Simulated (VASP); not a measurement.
**InSb (strained zincblende), PBE single-point calculation: Ansatz's output and VASP's**

```yaml
crystal:
  lattice:
    - [0.00000, 3.27951, 3.41069]
    - [3.27951, 0.00000, 3.41069]
    - [3.27951, 3.27951, 0.00000]
  atoms:
    - { symbol: In, position: [0.00000, 0.00000, 0.00000] }
    - { symbol: Sb, position: [0.25000, 0.25000, 0.25000] }
```

Ansatz printed

```
SCF 1 converged in 6 iterations: F = -12082.561166 eV  dr2 = 5.95e-8
  greatest PAW one-centre occupation: 0.995 electrons in one spin orbital (limit 2), on the Sb atom at site 1 (counted from 0), in its partial waves of l = 2
NSCF: frozen V_eff on 7 k-points
SCF converged after 6 iterations
Free energy (F): -12082.561166 eV
Harris-Foulkes:  -12082.561166 eV  (|F-HF|=3.90e-8)
Internal energy: -12082.560909 eV  (E = F + TS)
E sigma→0 (E₀):  -12082.561037 eV
Entropy (-TS):   -0.000257 eV (-0.128 meV/atom)
Fermi energy:    6.522951 eV
--- Per-component energies (eV) ---
  E_band       = -282.227300
  E_kinetic    = 449.050380
  E_local      = -3294.370649  (includes V_loc(G=0)·N_el)
  E_nonlocal   = 729.694138
  E_hartree    = 1413.712032
  E_xc         = -352.962495
  E_vxc        = -194.502424  (∫ρ·V_xc dr)
  E_paw        = -8731.135849  (= ΣΔE_a)
  E_vpaw       = -799.533650  (= ΣTr[D̂ρ^β])
  E_aug_tail   = 0.000024  (compensation charges beyond the density's cutoff)
  E_ewald      = -2296.548490
  E_smearing   = -0.000257  (= −TS)
  E_closure    = 0.000000  (closes the sum)
  Σ components = -12082.561166   (vs F -12082.561166, Δ=0.00e0)
--- Forces (eV/Å), atoms counted from 1 ---
  atom   1  In     0.00000000    -0.00000000     0.00000000
  atom   2  Sb    -0.00000000    -0.00000000    -0.00000000
  max |Σ_I F_I| component: 4.16e-17 eV/Å
--- Stress (GPa, compression-positive) ---
        0.234276      -0.000000      -0.000000
        0.000000       0.234276       0.000000
        0.000000       0.000000      -0.857699
  P = ⅓ Tr σ = -0.1297 GPa (-1.297 kbar)
--- Band table (eV; the first three rows and the last of 30) ---
  k-point 0: bands = ["-21.9979", "-21.9979", "-21.9950", "-21.9868", "-21.9835", "-8.0072", "-7.9991", "-7.9991", "-7.9401", "-7.9341", "-3.7993", "5.8307", "6.3300", "6.5229", "6.5229", "9.4068", "9.4068", "9.4966"]
  k-point 1: bands = ["-21.9978", "-21.9977", "-21.9948", "-21.9866", "-21.9834", "-8.0113", "-7.9994", "-7.9950", "-7.9407", "-7.9341", "-3.5781", "3.9843", "6.0864", "6.2477", "7.2384", "9.7987", "9.8317", "10.1032"]
  k-point 2: bands = ["-21.9978", "-21.9974", "-21.9945", "-21.9864", "-21.9833", "-8.0278", "-7.9927", "-7.9879", "-7.9408", "-7.9328", "-3.0150", "2.0616", "5.6304", "5.8457", "7.0113", "10.1919", "10.3003", "12.0061"]
  k-point 29: bands = ["-21.9966", "-21.9966", "-21.9960", "-21.9870", "-21.9824", "-8.0623", "-7.9662", "-7.9662", "-7.9460", "-7.9354", "-2.1632", "0.7596", "4.5690", "4.5690", "8.0068", "8.0587", "14.1475", "14.1475"]
```

The two codes use different PAW datasets and cutoffs. VASP's cell holds 18 valence electrons and Ansatz's 28. Ansatz's stress includes a Pulay correction; VASP's doesn't.

**Question.** What does VASP give for the same cell and level of theory?

**Answer.** gap between bands v and c -0.02 eV (bands overlap: a metal); least direct gap 0.00 eV; pressure -0.2 GPa.

From OUTCAR

```
k-points           NKPTS =     30   k-points in BZ     NKDIM =     30   number of bands    NBANDS=     16

   NELECT =      18.0000    total number of electrons

   dimension x,y,z NGX =    36 NGY =   36 NGZ =   36
   dimension x,y,z NGXF=    72 NGYF=   72 NGZF=   72

  energy-cutoff  :      520.00
  volume of cell :       73.37
      direct lattice vectors                 reciprocal lattice vectors
     0.000000000  3.279513017  3.410693538    -0.152461660  0.152461660  0.146597750
     3.279513017  0.000000000  3.410693538     0.152461660 -0.152461660  0.146597750
     3.279513017  3.279513017  0.000000000     0.152461660  0.152461660 -0.146597750

 k-points in reciprocal lattice and weights: KPOINTS created by Atomic Simulation Env
   0.00000000  0.00000000  0.00000000       0.005
   0.16666667  0.00000000  0.00000000       0.037
   0.33333333  0.00000000  0.00000000       0.037
   0.50000000  0.00000000  0.00000000       0.019
   0.16666667  0.16666667  0.00000000       0.009
   0.33333333  0.16666667  0.00000000       0.037
   0.50000000  0.16666667  0.00000000       0.037
  -0.33333333  0.16666667  0.00000000       0.037
   ...

 E-fermi :   4.4056

 k-point     1 :       0.0000    0.0000    0.0000
  band No.  band energies     occupation
      1     -10.1324      2.00000
      2     -10.1238      2.00000
      3     -10.1238      2.00000
      4     -10.0651      2.00000
      5     -10.0582      2.00000
      6      -5.9147      2.00000
      7       3.7148      2.00000
      8       4.2127      1.99987
      9       4.4056      1.00007
     10       4.4056      1.00007
     11       7.2797      0.00000
     12       7.2797      0.00000
     13       7.3696      0.00000
     14      10.0012      0.00000
     15      12.1582      0.00000
     16      12.7165      0.00000

 k-point     2 :       0.1667    0.0000    0.0000
  band No.  band energies     occupation
      1     -10.1362      2.00000
      2     -10.1244      2.00000
      3     -10.1199      2.00000
      4     -10.0655      2.00000
      5     -10.0580      2.00000
      6      -5.6934      2.00000
      7       1.8647      2.00000
      8       3.9681      2.00000
      9       4.1295      2.00000
     10       5.1194      0.00000
     11       7.6723      0.00000
     12       7.7042      0.00000
     13       7.9783      0.00000
     14      11.0367      0.00000
     15      11.4636      0.00000
     16      11.7621      0.00000

 k-point     3 :       0.3333    0.0000    0.0000
  band No.  band energies     occupation
      1     -10.1522      2.00000
      2     -10.1181      2.00000
      3     -10.1130      2.00000
      4     -10.0655      2.00000
      5     -10.0566      2.00000
      6      -5.1298      2.00000
      7      -0.0616      2.00000
      8       3.5112      2.00000
      9       3.7266      2.00000
     10       4.8903      0.00000
     11       8.0632      0.00000
     12       8.1712      0.00000
     13       9.8830      0.00000
     14      11.0211      0.00000
     15      11.9644      0.00000
     16      12.0157      0.00000

 k-point     4 :       0.5000    0.0000    0.0000
  band No.  band energies     occupation
      1     -10.1605      2.00000
      2     -10.1151      2.00000
      3     -10.1102      2.00000
      4     -10.0649      2.00000
      5     -10.0553      2.00000
      6      -4.7316      2.00000
      7      -0.9425      2.00000
      8       3.3275      2.00000
      9       3.5665      2.00000
     10       4.7362      0.00000
     11       8.0655      0.00000
     12       8.2197      0.00000
     13      10.4698      0.00000
     14      12.1658      0.00000
     15      13.2098      0.00000
     16      13.3683      0.00000

 k-point     5 :       0.1667    0.1667    0.0000
  band No.  band energies     occupation
      1     -10.1470      2.00000
      2     -10.1161      2.00000
      3     -10.1161      2.00000
      4     -10.0636      2.00000
      5     -10.0604      2.00000
      6      -5.6301      2.00000
      7       1.6691      2.00000
      8       3.6708      2.00000
      9       3.6708      2.00000
     10       6.0081      0.00000
     11       6.7304      0.00000
     12       8.4315      0.00000
     13       8.4315      0.00000
     14      10.2201      0.00000
     15      11.4549      0.00000
     16      13.0006      0.00000

 k-point     6 :       0.3333    0.1667    0.0000
  band No.  band energies     occupation
      1     -10.1591      2.00000
      2     -10.1115      2.00000
      3     -10.1087      2.00000
      4     -10.0629      2.00000
      5     -10.0613      2.00000
      6      -5.1764      2.00000
      7       0.2583      2.00000
      8       2.9184      2.00000
      9       3.2619      2.00000
     10       6.1764      0.00000
     11       7.2485      0.00000
     12       8.8799      0.00000
     13       9.1305      0.00000
     14      11.0529      0.00000
     15      12.4997      0.00000
     16      12.9115      0.00000

 ...

  Total        0.0979318      0.0979318     -0.4028266      0.0000000      0.0000000      0.0000000
  in kB        2.1386657      2.1386657     -8.7970541      0.0000000      0.0000000      0.0000000
  external PRESSURE =      -1.5065742 kB  Pullay stress =       0.0000000 kB

 POSITION                                       TOTAL-FORCE (eV/Angst)
 -----------------------------------------------------------------------------------
      0.00000      0.00000      0.00000         0.000000      0.000000      0.000000
      1.63976      1.63976      1.70535        -0.000000     -0.000000     -0.000000
 -----------------------------------------------------------------------------------
    total drift:                               -0.000000     -0.000000      0.000000

  FREE ENERGIE OF THE ION-ELECTRON SYSTEM (eV)
  ---------------------------------------------------
  free  energy   TOTEN  =        -6.9262397309 eV

  energy  without entropy=       -6.9259828594  energy(sigma->0) =       -6.92611130
```
